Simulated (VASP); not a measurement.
# ZnSe (Stilleite) (F-43m) in VASP: a series of runs

One crystal, ZnSe (Stilleite), is run at these levels: PBE; tasks: relaxation of cell and atoms.

Program: VASP 6.6.1. These are calculated values, not measurements. Logs are shortened: lines on timing, memory, paths and dates and some standing lists are left out, and cuts for length are marked.

### 1 Starting point

Symmetry: F-43m, No. 216, cubic system. The conventional cell has a = 5.668 Å, b = 5.668 Å, c = 5.668 Å, α = 90.00°, β = 90.00°, γ = 90.00°. Zn (site symmetry -43m) has 4 Se at 2.45 Å as nearest neighbours. Around Se (site symmetry -43m) lie 4 Zn at 2.45 Å.

### 2 Relaxation of cell and atoms, PBE

INCAR reads:

```
PREC = Accurate
ENCUT = 300
EDIFF = 1E-6
ISMEAR = 0
SIGMA = 0.03
LREAL = F
LASPH = T
NELM = 80
ALGO = Normal
ISIF = 3
LWAVE = F
LCHARG = F
GGA = PE
IBRION = 2
NSW = 90
EDIFFG = -0.01
```

KPOINTS reads:

```
Automatic mesh
0
Gamma
  4 4 4
```

POSCAR reads:

```
ZnSe
1.0
    0.0000000000      2.8338000000      2.8338000000
    2.8338000000      0.0000000000      2.8338000000
    2.8338000000      2.8338000000      0.0000000000
Zn Se
1 1
Direct
    0.0000000000      0.0000000000      0.0000000000
    0.2500000000      0.2500000000      0.2500000000
```

Potentials or basis: VASP PAW PBE potentials, release 64 (Zn, Se).

Run with:

```bash
$ cat potpaw_PBE.64/Zn/POTCAR potpaw_PBE.64/Se/POTCAR > POTCAR
$ mpirun -np 1 vasp_std > vasp.out
```

OUTCAR:

```text
PREC = Accurate
   ENCUT = 300
   EDIFF = 1E-6
   ISMEAR = 0
   LREAL = F
   LASPH = T
   NELM = 80
   ISIF = 3
   GGA = PE
   IBRION = 2
   NSW = 90
   EDIFFG = -0.01

 ion  position               nearest neighbor table
   1  0.000  0.000  0.000-   2 2.45   2 2.45   2 2.45   2 2.45
   2  0.250  0.250  0.250-   1 2.45   1 2.45   1 2.45   1 2.45

  LATTYP: Found a face centered cubic cell.
 ALAT       =     5.6676000000

  Lattice vectors:

 A1 = (   0.0000000000,   2.8338000000,   2.8338000000)
 A2 = (   2.8338000000,   0.0000000000,   2.8338000000)
 A3 = (   2.8338000000,   2.8338000000,   0.0000000000)

Analysis of symmetry for initial positions (statically):
=====================================================================
 Subroutine PRICEL returns:
 Original cell was already a primitive cell.

 Routine SETGRP: Setting up the symmetry group for a
 face centered cubic supercell.

 Subroutine GETGRP returns: Found 24 space group operations
 (whereof 24 operations were pure point group operations)
 out of a pool of 48 trial point group operations.

The static configuration has the point symmetry T_d .

Analysis of symmetry for dynamics (positions and initial velocities):
=====================================================================
 Subroutine PRICEL returns:
 Original cell was already a primitive cell.

 Routine SETGRP: Setting up the symmetry group for a
 face centered cubic supercell.

 Subroutine GETGRP returns: Found 24 space group operations
 (whereof 24 operations were pure point group operations)
 out of a pool of 48 trial point group operations.

The dynamic configuration has the point symmetry T_d .

 Subroutine INISYM returns: Found 24 space group operations
 (whereof 24 operations are pure point group operations),
 and found     1 'primitive' translations

----------------------------------------------------------------------------------------

                                     Primitive cell

  volume of cell :      45.5132

  direct lattice vectors                    reciprocal lattice vectors
     0.000000000  2.833800000  2.833800000    -0.176441527  0.176441527  0.176441527
     2.833800000  0.000000000  2.833800000     0.176441527 -0.176441527  0.176441527
     2.833800000  2.833800000  0.000000000     0.176441527  0.176441527 -0.176441527

  length of vectors
     4.007598393  4.007598393  4.007598393     0.305605690  0.305605690  0.305605690

  position of ions in fractional coordinates (direct lattice)
     0.000000000  0.000000000  0.000000000
     0.250000000  0.250000000  0.250000000

  ion indices of the primitive-cell ions
   primitive index   ion index
                 1           1
                 2           2

----------------------------------------------------------------------------------------

 KPOINTS: Automatic mesh

Automatic generation of k-mesh.
 Grid dimensions read from file:
 generate k-points for:    4    4    4

 Generating k-lattice:

  Cartesian coordinates                     Fractional coordinates (reciprocal lattice)
    -0.044110382  0.044110382  0.044110382     0.250000000  0.000000000  0.000000000
     0.044110382 -0.044110382  0.044110382     0.000000000  0.250000000  0.000000000
     0.044110382  0.044110382 -0.044110382     0.000000000  0.000000000  0.250000000

  Length of vectors
     0.076401422  0.076401422  0.076401422

  Shift w.r.t. Gamma in fractional coordinates (k-lattice)
     0.000000000  0.000000000  0.000000000

 Subroutine IBZKPT returns following result:
 ===========================================

 Found      8 irreducible k-points:

 Following reciprocal coordinates:
            Coordinates               Weight
  0.000000  0.000000  0.000000      1.000000
  0.250000  0.000000  0.000000      8.000000
  0.500000  0.000000  0.000000      4.000000
  0.250000  0.250000  0.000000      6.000000
  0.500000  0.250000  0.000000     24.000000
 -0.250000  0.250000  0.000000     12.000000
  0.500000  0.500000  0.000000      3.000000
 -0.250000  0.500000  0.250000      6.000000
   k-points           NKPTS =      8   k-points in BZ     NKDIM =      8   number of bands    NBANDS=     13
   number of dos      NEDOS =    301   number of ions     NIONS =      2
   total plane-waves  NPLWV =  13824
   dimension x,y,z NGX =    24 NGY =   24 NGZ =   24
   dimension x,y,z NGXF=    48 NGYF=   48 NGZF=   48
   ions per type =               1   1
   NGX,Y,Z   is equivalent  to a cutoff of   9.96,  9.96,  9.96 a.u.
   NGXF,Y,Z  is equivalent  to a cutoff of  19.91, 19.91, 19.91 a.u.
 SYSTEM =  unknown system
   PREC   = accura    normal or accurate (medium, high low for compatibility)
   ISTART =      0    job   : 0-new  1-cont  2-samecut
   ICHARG =      2    charge: 1-file 2-atom 10-const
   ISPIN  =      1    spin polarized calculation?
   LNONCOLLINEAR =      F non collinear calculations
   LSORBIT =      F    spin-orbit coupling
   LASPH  =      T    aspherical Exc in radial PAW
   ENCUT  =  300.0 eV  22.05 Ry    4.70 a.u.   5.66  5.66  5.66*2*pi/ulx,y,z
   NELM   =     80;   NELMIN=  2; NELMDL= -5     # of ELM steps
   EDIFF  = 0.1E-05   stopping-criterion for ELM
   LREAL  =      F    real-space projection
   EDIFFG = -.1E-01   stopping-criterion for IOM
   NSW    =     90    number of steps for IOM
   IBRION =      2    ionic relax: 0-MD 1-quasi-New 2-CG
   NFREE  =      1    steps in history (QN), initial steepest desc. (CG)
   ISIF   =      3    stress and relaxation
   ISYM   =      2    0-nonsym 1-usesym 2-fastsym
   POTIM  = 0.5000    time-step for ionic-motion
   TEBEG  =    0.0;   TEEND  =   0.0 temperature during run
   PSTRESS=    0.0 pullay stress
   NELECT =      18.0000    total number of electrons
   NUPDOWN=      -1.0000    fix difference up-down
   EMIN   =  10.00;   EMAX   =-10.00  energy-range for DOS
   EFERMI =   0.00;   METHOD = LEGACY
   ISMEAR =     0;   SIGMA  =   0.03  broadening in eV -4-tet -1-fermi 0-gaus
   EFERMI_NEDOS =   21; number of points for ismear=-14 and -15
   IALGO  =     38    algorithm
   IMIX   =      4    mixing-type and parameters
     AMIX     =   0.40;   BMIX     =  1.00
     AMIX_MAG =   1.60;   BMIX_MAG =  1.00
  volume/ion in A,a.u.               =      22.76       153.57
  Fermi-wavevector in a.u.,A,eV,Ry     =   1.201673  2.270834 19.647073  1.444019
  Thomas-Fermi vector in A             =   2.337476
   LORBIT       =      0    0 simple, 1 ext, 2 COOP (PROOUT), +10 PAW based schemes
   GGA     = PE    functional components
   LHFCALC =     F    Hartree Fock is set to
   AEXX    =    0.0000 exact exchange contribution
   IVDW    =     0    specifies the selected vdW correction
   LEPSILON=     F    determine dielectric tensor
   LRPA    =     F    only Hartree local field effects (RPA)
 conjugate gradient relaxation of ions
 non-spin polarized calculation
 Gauss-broadening in eV      SIGMA  =   0.03
  energy-cutoff  :      300.00
  volume of cell :       45.51
 maximum number of plane-waves:       544
 NGX is ok and might be reduce to    24
   NGX = 11   NGY = 11   NGZ = 11

--------------------------------------- Ionic step        1  -------------------------------------------

 number of electron      17.9999994 magnetization

 Free energy of the ion-electron system (eV)
  ---------------------------------------------------
  ext. energy  EPLUGINS =         0.00000000
  ---------------------------------------------------
  free energy    TOTEN  =        -5.95229289 eV

  energy without entropy =       -5.95229289  energy(sigma->0) =       -5.95229289

------------------------ aborting loop because EDIFF is reached ----------------------------------------

  FORCE on cell =-STRESS in cart. coord.  units (eV):
  Direction    XX          YY          ZZ          XY          YZ          ZX
  --------------------------------------------------------------------------------------
  -------------------------------------------------------------------------------------
  Total        0.7397201      0.7397201      0.7397201     -0.0000000     -0.0000000     -0.0000000
  in kB       26.0399656     26.0399656     26.0399656     -0.0000000     -0.0000000     -0.0000000
  external PRESSURE =      26.0399656 kB  Pullay stress =       0.0000000 kB

 VOLUME and BASIS-vectors are now :
 -----------------------------------------------------------------------------
  energy-cutoff  :      300.00
  volume of cell :       45.51
      direct lattice vectors                 reciprocal lattice vectors
     0.000000000  2.833800000  2.833800000    -0.176441527  0.176441527  0.176441527
     2.833800000  0.000000000  2.833800000     0.176441527 -0.176441527  0.176441527
     2.833800000  2.833800000  0.000000000     0.176441527  0.176441527 -0.176441527

 POSITION                                       TOTAL-FORCE (eV/Angst)
 -----------------------------------------------------------------------------------
      0.00000      0.00000      0.00000        -0.000000     -0.000000     -0.000000
      1.41690      1.41690      1.41690         0.000000      0.000000      0.000000
 -----------------------------------------------------------------------------------
    total drift:                               -0.000006     -0.000006     -0.000005

  FREE ENERGIE OF THE ION-ELECTRON SYSTEM (eV)
  ---------------------------------------------------
  free  energy   TOTEN  =        -5.9522928916 eV
[... 89 lines left out ...]
 VOLUME and BASIS-vectors are now :
 -----------------------------------------------------------------------------
  energy-cutoff  :      300.00
  volume of cell :       47.47
      direct lattice vectors                 reciprocal lattice vectors
    -0.000000000  2.873919415  2.873919415    -0.173978434  0.173978434  0.173978434
     2.873919415 -0.000000000  2.873919415     0.173978434 -0.173978434  0.173978434
     2.873919415  2.873919415 -0.000000000     0.173978434  0.173978434 -0.173978434

 POSITION                                       TOTAL-FORCE (eV/Angst)
 -----------------------------------------------------------------------------------
      5.74784      5.74784      5.74784         0.000000      0.000000      0.000000
      1.43696      1.43696      1.43696        -0.000000     -0.000000     -0.000000
 -----------------------------------------------------------------------------------
    total drift:                               -0.000006     -0.000006     -0.000006

  FREE ENERGIE OF THE ION-ELECTRON SYSTEM (eV)
  ---------------------------------------------------
  free  energy   TOTEN  =        -5.9669854195 eV

  energy  without entropy=       -5.9669854195  energy(sigma->0) =       -5.96698542

--------------------------------------- Ionic step        5  -------------------------------------------

 number of electron      17.9999943 magnetization

 Free energy of the ion-electron system (eV)
  ---------------------------------------------------
  ext. energy  EPLUGINS =         0.00000000
  ---------------------------------------------------
  free energy    TOTEN  =        -5.96700421 eV

  energy without entropy =       -5.96700421  energy(sigma->0) =       -5.96700421

 E-fermi :   1.5088     XC(G=0):  -9.1207

 val. band max:        1.3011347350   @ k =   0.0000   0.0000   0.0000
 cond. band min:       2.4088060717   @ k =   0.0000   0.0000   0.0000
 fundamental gap:      1.1076713367
 Fermi energy:         1.5088361034

 k-point     1 :       0.0000    0.0000    0.0000
  band No.  band energies     occupation
      1     -11.6998      2.00000
      2      -5.1163      2.00000
      3      -5.1163      2.00000
      4      -5.1163      2.00000
      5      -4.7842      2.00000
      6      -4.7842      2.00000
      7       1.3011      2.00000
      8       1.3011      2.00000
      9       1.3011      2.00000
     10       2.4088      0.00000
     11       7.0848      0.00000
     12       7.0848      0.00000
     13       7.0849      0.00000

 k-point     2 :       0.2500    0.0000    0.0000
  band No.  band energies     occupation
      1     -11.3655      2.00000
      2      -5.0703      2.00000
      3      -5.0703      2.00000
      4      -5.0489      2.00000
      5      -4.7838      2.00000
      6      -4.7838      2.00000
      7      -1.6544      2.00000
      8       0.8556      2.00000
      9       0.8556      2.00000
     10       3.9194      0.00000
     11       7.6925      0.00000
     12       7.6925      0.00000
     13       7.7413      0.00000
[... 107 lines left out ...]
 VOLUME and BASIS-vectors are now :
 -----------------------------------------------------------------------------
  energy-cutoff  :      300.00
  volume of cell :       47.43
      direct lattice vectors                 reciprocal lattice vectors
    -0.000000000  2.873117027  2.873117027    -0.174027022  0.174027022  0.174027022
     2.873117027 -0.000000000  2.873117027     0.174027022 -0.174027022  0.174027022
     2.873117027  2.873117027 -0.000000000     0.174027022  0.174027022 -0.174027022

 POSITION                                       TOTAL-FORCE (eV/Angst)
 -----------------------------------------------------------------------------------
      0.00000      0.00000      0.00000        -0.000000      0.000000      0.000000
      1.43656      1.43656      1.43656         0.000000     -0.000000     -0.000000
 -----------------------------------------------------------------------------------
    total drift:                               -0.000006     -0.000006     -0.000006

  FREE ENERGIE OF THE ION-ELECTRON SYSTEM (eV)
  ---------------------------------------------------
  free  energy   TOTEN  =        -5.9670042084 eV

  energy  without entropy=       -5.9670042084  energy(sigma->0) =       -5.96700421

 reached required accuracy - stopping structural energy minimisation
```

Wall time 7.2 s (1 thread of Intel Xeon 6975P-C (Granite Rapids), shared host); peak memory 0.13 GiB.

These settings aren't checked as converged: the numbers below hold their error.

What came out:

- Free energy: -5.9670 eV
- Relaxed volume: 23.72 Å³/atom
- Relaxed cell: a = 4.063 Å, b = 4.063 Å, c = 4.063 Å, α = 60.00°, β = 60.00°, γ = 60.00°
- Space group after relaxing (to 0.05 Å): F-43m (No. 216)
- Energy gained by relaxing: 7.4 meV/atom
- Ionic steps: 5
- Band gap on the k mesh: 1.11 eV, direct

Caveat: the k mesh is coarse (spacing up to 0.48 Å⁻¹), so the values aren't converged; the cutoff is under 1.25 times the usual one of these potentials, so pressure, stress and relaxed cells hold a basis-set (Pulay) error.

### 3 Relaxation of cell and atoms, PBE

This run uses another cell than the first one, of 23.72 Å³/atom, 1.042 times its volume.

Edit INCAR of step 2 so:

```diff
@@ -2,3 +2,3 @@
 ENCUT = 300
-EDIFF = 1E-6
+EDIFF = 1E-7
 ISMEAR = 0
@@ -15,2 +15,2 @@
 NSW = 90
-EDIFFG = -0.01
+EDIFFG = -0.005
```

KPOINTS is that of step 2.

POSCAR reads:

```
ZnSe                                    
1.0
   -0.0000000000      2.8731170265      2.8731170265
    2.8731170265     -0.0000000000      2.8731170265
    2.8731170265      2.8731170265     -0.0000000000
  Zn              Se            
     1     1
Direct
     0.0000000000000000    0.0000000000000000    0.0000000000000000
     0.2500000000000000    0.2500000000000000    0.2500000000000000
```

Potentials or basis: VASP PAW PBE potentials, release 64 (Zn, Se).

Run with:

```bash
$ cat potpaw_PBE.64/Zn/POTCAR potpaw_PBE.64/Se/POTCAR > POTCAR
$ mpirun -np 1 vasp_std > vasp.out
```

Run time: 3.4 s. Hardware: 1 thread of Intel Xeon 6975P-C (Granite Rapids), shared host; peak memory 0.13 GiB.

These settings aren't checked as converged: the numbers below hold their error.

What came out:

| Quantity | Value |
| --- | --- |
| Free energy | -5.9682 eV |
| Relaxed volume | 23.74 Å³/atom |
| Relaxed cell | a = 4.064 Å, b = 4.064 Å, c = 4.064 Å, α = 60.00°, β = 60.00°, γ = 60.00° |
| Space group after relaxing (to 0.05 Å) | F-43m (No. 216) |
| Energy gained by relaxing | 0.0 meV/atom |
| Ionic steps | 2 |
| Band gap on the k mesh | 1.10 eV, direct |

Caveat: the k mesh is coarse (spacing up to 0.47 Å⁻¹), so the values aren't converged; the cutoff is under 1.25 times the usual one of these potentials, so pressure, stress and relaxed cells hold a basis-set (Pulay) error.

### 4 Relaxation of cell and atoms, PBE

INCAR reads:

```
PREC = Accurate
ENCUT = 600
EDIFF = 1E-6
ISMEAR = 0
SIGMA = 0.03
LREAL = False
LASPH = True
NELM = 80
ALGO = Normal
ISIF = 3
LWAVE = False
LCHARG = False
GGA = PE
IBRION = 2
NSW = 90
EDIFFG = -0.01
```

KPOINTS reads:

```
regular mesh
0
Gamma
  8 8 8
```

POSCAR reads:

```
ZnSe
1.0
    0.0000000000      2.8338000000      2.8338000000
    2.8338000000      0.0000000000      2.8338000000
    2.8338000000      2.8338000000      0.0000000000
Zn Se
1 1
Direct
    0.0000000000      0.0000000000      0.0000000000
    0.2500000000      0.2500000000      0.2500000000
```

Run with:

```bash
$ cat potpaw_PBE.64/Zn/POTCAR potpaw_PBE.64/Se/POTCAR > POTCAR
$ mpirun -np 1 vasp_std > vasp.out
```

It took 26 s on 1 thread of Intel Xeon 6975P-C (Granite Rapids), shared host; peak memory 0.19 GiB.

It converged, with:

- Free energy: -6.0321 eV
- Relaxed volume: 23.66 Å³/atom
- Relaxed cell: a = 4.060 Å, b = 4.060 Å, c = 4.060 Å, α = 60.00°, β = 60.00°, γ = 60.00°
- Space group after relaxing (to 0.05 Å): F-43m (No. 216)
- Energy gained by relaxing: 6.1 meV/atom
- Ionic steps: 4
- Pressure after relaxing: -0.1 GPa
- Band gap on the k mesh: 1.13 eV, direct

The path:
```csv
step,energy change (eV),largest force (eV/Å),pressure (GPa),volume (Å³)
1,0.0000,0.0000,2.34,45.51
2,-0.0114,0.0000,-0.55,47.73
3,-0.0122,0.0000,0.11,47.25
4,-0.0122,0.0000,-0.06,47.33
```

Final structure:
```yaml
crystal:
  lattice:
    - [0.00000, 2.87100, 2.87100]
    - [2.87100, 0.00000, 2.87100]
    - [2.87100, 2.87100, 0.00000]
  atoms:
    - { symbol: Zn, position: [0.00000, 0.00000, 0.00000] }
    - { symbol: Se, position: [0.25000, 0.25000, 0.25000] }
```

Levels at points of the mesh, in eV from the valence-band top:
```csv
k point,band 5,band 6,band 7,band 8,band 9,band 10,band 11,band 12,band 13
"(0.00, 0.00, 0.00)",-6.08,-6.08,0.00,0.00,0.00,1.13,5.81,5.81,5.81
"(0.50, 0.00, 0.00)",-6.06,-5.93,-4.98,-0.81,-0.81,2.47,6.39,6.39,8.46
"(0.50, 0.50, 0.00)",-6.03,-5.91,-4.58,-2.05,-2.05,3.07,3.46,10.46,10.98
```
